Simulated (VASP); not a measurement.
# AlN (P6_3/mmc) in VASP: single point with SCAN0+rVV10

Aim: the single point of AlN with SCAN0+rVV10.

All numbers are computed with VASP 6.6.1; they aren't measurements. Logs are shortened: lines on timing, memory, paths and dates and some standing lists are left out, and cuts for length are marked.

### Step 1. The structure

It takes space group P6_3/mmc (No. 194, hexagonal). The conventional cell has a = 3.312 Å, b = 3.312 Å, c = 4.188 Å, α = 90.00°, β = 90.00°, γ = 120.00°. Al (site symmetry -6m2) has 5 N at 1.91 to 2.09 Å as nearest neighbours. N (site symmetry -6m2) is surrounded by 5 Al at 1.91 to 2.09 Å.

Measurements of this composition are mostly on another form, of space group No. 186.

### Step 2. Single point, SCAN0+rVV10

Input file POSCAR:

```
AlN
3.3121
    1.000004752815      0.000000000000      0.000000000000
   -0.500002376408      0.866029519851      0.000000000000
    0.000000000000      0.000000000000      1.264322635186
Al N
2 2
Direct
    0.6666666667      0.3333333333      0.2500000000
    0.3333333333      0.6666666667      0.7500000000
    0.6666666667      0.3333333333      0.7500000000
    0.3333333333      0.6666666667      0.2500000000
```

Input file INCAR.step1:

```
SYSTEM = AlN
PREC = Accurate
ENCUT = 520
EDIFF = 1E-5
ISMEAR = 0
SIGMA = 0.01
LREAL = .FALSE.
LASPH = .FALSE.
NELM = 80
ALGO = Normal
ISIF = 2
LWAVE = .TRUE.
LCHARG = .FALSE.
GGA = PE
```

Input file INCAR.step2:

```
SYSTEM = AlN
PREC = Accurate
ENCUT = 520
EDIFF = 1E-6
ISMEAR = 0
SIGMA = 0.01
LREAL = .FALSE.
LASPH = .FALSE.
NELM = 80
ALGO = Normal
ISIF = 2
LWAVE = .FALSE.
LCHARG = .FALSE.
METAGGA = SCAN
LHFCALC = .TRUE.
AEXX = 0.25
LMIXTAU = .TRUE.
PRECFOCK = Fast
LUSE_VDW = .TRUE.
IVDW_NL = 2
BPARAM = 15.7
CPARAM = 0.0093
ISTART = 1
```

Input file KPOINTS:

```
regular mesh
0
G
  5 5 4
  0 0 0
```

Potentials or basis: VASP PAW PBE potentials, release 64 (Al, N).

Command:

```sh
$ cat potpaw_PBE.64/Al/POTCAR potpaw_PBE.64/N/POTCAR > POTCAR
$ cp INCAR.step1 INCAR
$ mpirun -np 1 vasp_std > vasp.out
$ cp INCAR.step2 INCAR
$ mpirun -np 1 vasp_std > vasp.out
```

OUTCAR:

```text
SYSTEM = AlN
   PREC = Accurate
   ENCUT = 520
   EDIFF = 1E-6
   ISMEAR = 0
   LREAL = .FALSE.
   LASPH = .FALSE.
   NELM = 80
   ISIF = 2
   METAGGA = SCAN
   LHFCALC = .TRUE.
   AEXX = 0.25
   PRECFOCK = Fast
   IVDW_NL = 2
   BPARAM = 15.7
   ISTART = 1
     LASPH = .TRUE.)

 ion  position               nearest neighbor table
   1  0.667  0.333  0.250-   4 1.91   4 1.91   4 1.91   3 2.09   3 2.09   2 2.84   2 2.84   2 2.84
                             2 2.84   2 2.84   2 2.84
   2  0.333  0.667  0.750-   3 1.91   3 1.91   3 1.91   4 2.09   4 2.09   1 2.84   1 2.84   1 2.84
                             1 2.84   1 2.84   1 2.84
   3  0.667  0.333  0.750-   2 1.91   2 1.91   2 1.91   1 2.09   1 2.09
   4  0.333  0.667  0.250-   1 1.91   1 1.91   1 1.91   2 2.09   2 2.09

  LATTYP: Found a hexagonal cell.
 ALAT       =     3.3121157418
 C/A-ratio  =     1.2643166261

  Lattice vectors:

 A1 = (   3.3121157418,   0.0000000000,   0.0000000000)
 A2 = (  -1.6560578709,   2.8683763727,   0.0000000000)
 A3 = (   0.0000000000,   0.0000000000,   4.1875630000)

Analysis of symmetry for initial positions (statically):
=====================================================================
 Subroutine PRICEL returns:
 Original cell was already a primitive cell.

 Routine SETGRP: Setting up the symmetry group for a
 hexagonal supercell.

 Subroutine GETGRP returns: Found 24 space group operations
 (whereof 12 operations were pure point group operations)
 out of a pool of 24 trial point group operations.

The static configuration has the point symmetry D_3d.
 The point group associated with its full space group is D_6h.

Analysis of symmetry for dynamics (positions and initial velocities):
=====================================================================
 Subroutine PRICEL returns:
 Original cell was already a primitive cell.

 Routine SETGRP: Setting up the symmetry group for a
 hexagonal supercell.

 Subroutine GETGRP returns: Found 24 space group operations
 (whereof 12 operations were pure point group operations)
 out of a pool of 24 trial point group operations.

The dynamic configuration has the point symmetry D_3d.
 The point group associated with its full space group is D_6h.

 Subroutine INISYM returns: Found 24 space group operations
 (whereof 12 operations are pure point group operations),
 and found     1 'primitive' translations

----------------------------------------------------------------------------------------

                                     Primitive cell

  volume of cell :      39.7835

  direct lattice vectors                    reciprocal lattice vectors
     3.312115742  0.000000000  0.000000000     0.301921816  0.174314642  0.000000000
    -1.656057871  2.868376373  0.000000000     0.000000000  0.348629284  0.000000000
     0.000000000  0.000000000  4.187563000     0.000000000  0.000000000  0.238802377

  length of vectors
     3.312115742  3.312115742  4.187563000     0.348629284  0.348629284  0.238802377

  position of ions in fractional coordinates (direct lattice)
     0.666666667  0.333333333  0.250000000
     0.333333333  0.666666667  0.750000000
     0.666666667  0.333333333  0.750000000
     0.333333333  0.666666667  0.250000000

  ion indices of the primitive-cell ions
   primitive index   ion index
                 1           1
                 2           2
                 3           3
                 4           4

----------------------------------------------------------------------------------------

 KPOINTS: regular mesh

Automatic generation of k-mesh.
 Grid dimensions read from file:
 generate k-points for:    5    5    4

 Generating k-lattice:

  Cartesian coordinates                     Fractional coordinates (reciprocal lattice)
     0.060384363  0.034862928  0.000000000     0.200000000  0.000000000  0.000000000
     0.000000000  0.069725857  0.000000000     0.000000000  0.200000000  0.000000000
     0.000000000  0.000000000  0.059700594     0.000000000  0.000000000  0.250000000

  Length of vectors
     0.069725857  0.069725857  0.059700594

  Shift w.r.t. Gamma in fractional coordinates (k-lattice)
     0.000000000  0.000000000  0.000000000

 Subroutine IBZKPT returns following result:
 ===========================================

 Found     15 irreducible k-points:

 Following reciprocal coordinates:
            Coordinates               Weight
  0.000000  0.000000  0.000000      1.000000
  0.200000  0.000000  0.000000      6.000000
  0.400000 -0.000000  0.000000      6.000000
  0.200000  0.200000  0.000000      6.000000
  0.400000  0.200000  0.000000      6.000000
  0.000000  0.000000  0.250000      2.000000
  0.200000  0.000000  0.250000     12.000000
  0.400000 -0.000000  0.250000     12.000000
  0.200000  0.200000  0.250000     12.000000
  0.400000  0.200000  0.250000     12.000000
  0.000000  0.000000  0.500000      1.000000
  0.200000  0.000000  0.500000      6.000000
  0.400000 -0.000000  0.500000      6.000000
  0.200000  0.200000  0.500000      6.000000
  0.400000  0.200000  0.500000      6.000000
   k-points           NKPTS =     15   k-points in BZ     NKDIM =    100   number of bands    NBANDS=     12
   number of dos      NEDOS =    301   number of ions     NIONS =      4
   total plane-waves  NPLWV =  25088
   dimension x,y,z NGX =    28 NGY =   28 NGZ =   32
   dimension x,y,z NGXF=    56 NGYF=   56 NGZF=   64
   ions per type =               2   2
   NGX,Y,Z   is equivalent  to a cutoff of  14.05, 14.05, 12.70 a.u.
   NGXF,Y,Z  is equivalent  to a cutoff of  28.11, 28.11, 25.41 a.u.
 SYSTEM =  AlN
   PREC   = accura    normal or accurate (medium, high low for compatibility)
   ISTART =      1    job   : 0-new  1-cont  2-samecut
   ICHARG =      0    charge: 1-file 2-atom 10-const
   ISPIN  =      1    spin polarized calculation?
   LNONCOLLINEAR =      F non collinear calculations
   LSORBIT =      F    spin-orbit coupling
   LASPH  =      F    aspherical Exc in radial PAW
   ENCUT  =  520.0 eV  38.22 Ry    6.18 a.u.   6.16  6.16  7.79*2*pi/ulx,y,z
   NELM   =     80;   NELMIN=  2; NELMDL=  0     # of ELM steps
   EDIFF  = 0.1E-05   stopping-criterion for ELM
   LREAL  =      F    real-space projection
   EDIFFG = 0.1E-04   stopping-criterion for IOM
   NSW    =      0    number of steps for IOM
   IBRION =     -1    ionic relax: 0-MD 1-quasi-New 2-CG
   NFREE  =      0    steps in history (QN), initial steepest desc. (CG)
   ISIF   =      2    stress and relaxation
   ISYM   =      3    0-nonsym 1-usesym 2-fastsym
   POTIM  = 0.5000    time-step for ionic-motion
   TEBEG  =    0.0;   TEEND  =   0.0 temperature during run
   PSTRESS=    0.0 pullay stress
   NELECT =      16.0000    total number of electrons
   NUPDOWN=      -1.0000    fix difference up-down
   EMIN   =  10.00;   EMAX   =-10.00  energy-range for DOS
   EFERMI =   0.00;   METHOD = LEGACY
   ISMEAR =     0;   SIGMA  =   0.01  broadening in eV -4-tet -1-fermi 0-gaus
   EFERMI_NEDOS =   21; number of points for ismear=-14 and -15
   IALGO  =     38    algorithm
   IMIX   =      1    mixing-type and parameters
     AMIX     =   0.40;   BMIX     =  1.00
     AMIX_MAG =   1.60;   BMIX_MAG =  1.00
  volume/ion in A,a.u.               =       9.95        67.12
  Fermi-wavevector in a.u.,A,eV,Ry     =   1.208409  2.283561 19.867927  1.460251
  Thomas-Fermi vector in A             =   2.344017
   LORBIT       =      0    0 simple, 1 ext, 2 COOP (PROOUT), +10 PAW based schemes
   METAGGA = SCAN    functional components
   LHFCALC =     T    Hartree Fock is set to
   PRECFOCK=fast      Normal, Fast or Accurate (Low or Medium for compatibility)
   ENCUT4O =  -1.0   cutoff for four orbital integrals eV
   NKREDX  =     1    reduce k-point grid by
   NKREDY  =     1    reduce k-point grid by
   NKREDZ  =     1    reduce k-point grid by
   AEXX    =    0.2500 exact exchange contribution
   HFSCREEN=    0.0000 screening length (either q_TF or 0.3 A-1)
   HFSCREENC=   0.0000 screening length for correlation (either q_TF or 0.3 A-1)
   ENCUTFOCK=  -1.0 apply spherical cutoff to Coloumb kernel
   IVDW_NL    =     2    kernel type
   BPARAM     =15.7000
   IVDW    =     0    specifies the selected vdW correction
   LEPSILON=     F    determine dielectric tensor
   LRPA    =     F    only Hartree local field effects (RPA)
 non-spin polarized calculation
 Gauss-broadening in eV      SIGMA  =   0.01
  energy-cutoff  :      520.00
  volume of cell :       39.78
 maximum number of plane-waves:      1082
 NGX is ok and might be reduce to    28
  NGX = 14; NGY = 14; NGZ = 18

 number of electron      15.9999999 magnetization

 Free energy of the ion-electron system (eV)
  ---------------------------------------------------
  ext. energy  EPLUGINS =         0.00000000
  ---------------------------------------------------
  free energy    TOTEN  =       -44.25353695 eV

  energy without entropy =      -44.25353695  energy(sigma->0) =      -44.25353695

 E-fermi :   6.6834     XC(G=0):  -9.1350

 val. band max:        6.6218219387   @ k =   0.0000   0.0000   0.0000
 cond. band min:      12.2020202451   @ k =   0.0000   0.0000   0.0000
 fundamental gap:      5.5801983064
 Fermi energy:         6.6834225702

 k-point     1 :       0.0000    0.0000    0.0000
  band No.  band energies     occupation
      1     -12.3992      2.00000
      2      -8.5484      2.00000
      3      -0.9988      2.00000
      4       2.9732      2.00000
      5       2.9732      2.00000
      6       4.8260      2.00000
      7       4.8261      2.00000
      8       6.6218      2.00000
      9      12.2020      0.00000
     10      13.5777      0.00000
     11      17.5760      0.00000
     12      17.5760      0.00000

 k-point     2 :       0.2000    0.0000    0.0000
  band No.  band energies     occupation
      1     -11.9242      2.00000
      2      -8.5697      2.00000
      3      -0.4623      2.00000
      4       1.5297      2.00000
      5       2.3997      2.00000
      6       3.5334      2.00000
      7       4.9821      2.00000
      8       5.8065      2.00000
      9      13.6850      0.00000
     10      14.9186      0.00000
     11      16.7841      0.00000
     12      18.7932      0.00000
[... 181 lines left out ...]
 k-point    15 :       0.4000    0.2000    0.5000
  band No.  band energies     occupation
      1      -9.5692      2.00000
      2      -9.5692      2.00000
      3      -1.0929      2.00000
      4      -1.0929      2.00000
      5       1.5816      2.00000
      6       1.5816      2.00000
      7       5.4918      2.00000
      8       5.4918      2.00000
      9      15.2288      0.00000
     10      15.2288      0.00000
     11      18.1211      0.00000
     12      18.1211      0.00000

------------------------ aborting loop because EDIFF is reached ----------------------------------------

  FORCE on cell =-STRESS in cart. coord.  units (eV):
  Direction    XX          YY          ZZ          XY          YZ          ZX
  --------------------------------------------------------------------------------------
  -------------------------------------------------------------------------------------
  Total       -2.5127771     -2.5127771     -2.4439523      0.0000000      0.0000000      0.0000000
  in kB     -101.1955806   -101.1955806    -98.4238405      0.0000000      0.0000000      0.0000000
  external PRESSURE =    -100.2716673 kB  Pullay stress =       0.0000000 kB

 VOLUME and BASIS-vectors are now :
 -----------------------------------------------------------------------------
  energy-cutoff  :      520.00
  volume of cell :       39.78
      direct lattice vectors                 reciprocal lattice vectors
     3.312115742  0.000000000  0.000000000     0.301921816  0.174314642  0.000000000
    -1.656057871  2.868376373  0.000000000     0.000000000  0.348629284  0.000000000
     0.000000000  0.000000000  4.187563000     0.000000000  0.000000000  0.238802377

 POSITION                                       TOTAL-FORCE (eV/Angst)
 -----------------------------------------------------------------------------------
      1.65606      0.95613      1.04689        -0.000000      0.000000     -0.000000
     -0.00000      1.91225      3.14067        -0.000000     -0.000000     -0.000000
      1.65606      0.95613      3.14067        -0.000000      0.000000     -0.000000
     -0.00000      1.91225      1.04689         0.000000     -0.000000      0.000000
 -----------------------------------------------------------------------------------
    total drift:                                0.000000      0.000000     -0.000000

  FREE ENERGIE OF THE ION-ELECTRON SYSTEM (eV)
  ---------------------------------------------------
  free  energy   TOTEN  =       -44.2535369470 eV

  energy  without entropy=      -44.2535369470  energy(sigma->0) =      -44.25353695
```

Wall time 16 min (1 thread of AMD EPYC, shared host); peak memory 0.24 GiB.

What came out:

```yaml
Free_energy: -44.2535 eV
Pressure: -10.0 GPa
Band_gap_on_the_k_mesh: 5.58 eV, direct
```

Stress tensor (GPa, compression positive):
```
-10.12   0.00   0.00
  0.00 -10.12   0.00
  0.00   0.00  -9.84
```

Caveat: the k mesh is coarse (spacing up to 0.44 Å⁻¹), so the values aren't converged, least of all with exact exchange; the PAW data sets were made with another functional, which shifts forces and pressure a little.
